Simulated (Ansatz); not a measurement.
Runs of Ansatz 0.2.0 on TiTe2. It takes space group P-3m1 (No. 164, trigonal). Conventional cell: a = 3.777 Å, b = 3.777 Å, c = 6.498 Å, α = 90.00°, β = 90.00°, γ = 120.00°. Around Te (site symmetry 3m) lie 3 Ti at 2.77 Å. Ti (site symmetry -3m) is surrounded by 6 Te at 2.77 Å. 

```csv
task,level,U,cell,cutoff (eV),hubbard projectors,double counting,gap on the mesh (eV),pressure (GPa),relaxed volume (Å³/atom),largest force (eV/Å)
relaxation of cell and atoms,revPBE,-,relaxed,420,-,-,none,0.0,40.80,-
relaxation of cell and atoms,RPBE,-,relaxed,420,-,-,none,0.0,38.17,-
relaxation of cell and atoms,PBEsol,-,relaxed,420,-,-,none,0.0,(c),-
relaxation of cell and atoms,LDA,-,relaxed,420,-,-,none,0.0,(a),-
relaxation of cell and atoms,r2SCAN,-,relaxed,500,-,-,none,0.0,28.37,-
projected density of states,PBEsol+U,Ti d U = 2 eV,as given,420,ortho-atomic (the default),fll (the default),none,(d),-,0.10
projected density of states,PBEsol+U,Ti d U = 8 eV,as given,420,ortho-atomic (the default),fll (the default),none,6.6,-,0.31
projected density of states,PBEsol+U,Ti d U = 1 eV,as given,420,ortho-atomic (the default),fll (the default),none,-1.6,-,(b)
```

Alike in all rows: potentials or basis Ansatz PAW; no spin polarisation; k mesh 8 × 8 × 4; smearing fermi-dirac 0.05 eV.

Estimate the missing entries.

(a) 24.60; (b) 0.12; (c) 25.40; (d) -0.8.

Caveats: the PAW data sets come from PBE, with cores solved anew for the run's functional, which leaves a small shift of forces and pressure; the plane-wave basis is chosen anew once the cell has moved, so the energies of steps on either side of that aren't comparable (some runs); this functional lacks dispersion, which binds the layers, so the pressure and a relaxed spacing across them are unreliable (some runs); U without spin polarisation on a metal has little footing (some runs); the U is typed as a test and isn't derived for this compound (some runs); the volume moved by over 15 % at a fixed basis, so the end points are rough (some runs); this functional lacks dispersion, which binds the layers, so the pressure and a relaxed spacing across them are unreliable, and here the layers came unbound (some runs).

A k mesh can miss the band edges, and the runs leave out spin-orbit coupling on Te.

A gap of «none» marks a metal or a gap under the smearing width.

Runs at the PBE level aren't shown here.
